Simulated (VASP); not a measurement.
PbSe (Clausthalite), 2 atoms in the cell. It takes space group Fm-3m (No. 225, cubic). The conventional cell has a = 6.124 Å, b = 6.124 Å, c = 6.124 Å, α = 90.00°, β = 90.00°, γ = 90.00°. Around Pb (site symmetry m-3m) lie 6 Se at 3.06 Å. Se (site symmetry m-3m) has 6 Pb at 3.06 Å as nearest neighbours. 

- Program: VASP 6.6.1
- Task: relaxation of cell and atoms
- Functional: LDA
- Potentials or basis: VASP PAW LDA potentials, release 64 (Pb_d, Se)
- Cutoff: 520 eV
- k mesh: 8 × 8 × 8
- Occupations: gaussian, width 0.02 eV
- Spin: no spin polarisation
- Further INCAR settings: ALGO = Normal; EDIFF = 1e-06; IBRION = 2; EDIFFG = -0.003; NSW = 60; ISIF = 3

Potentials or basis: VASP PAW LDA potentials, release 64 (Pb_d, Se).

The run is started by

```bash
$ cat potpaw_LDA.64/Pb_d/POTCAR potpaw_LDA.64/Se/POTCAR > POTCAR
$ mpirun -np 1 vasp_std > vasp.out
```

Hardware: 1 thread of Intel(R) Xeon(R) 6975P-C (Granite Rapids) (shared host).

**Question.** How long does it take, and how much memory?

**Answer.** It took 14 s on 1 thread of Intel(R) Xeon(R) 6975P-C (Granite Rapids) (shared host), peak memory 0.17 GiB. Counts: scf iterations 27, k points 29, ion steps 3.
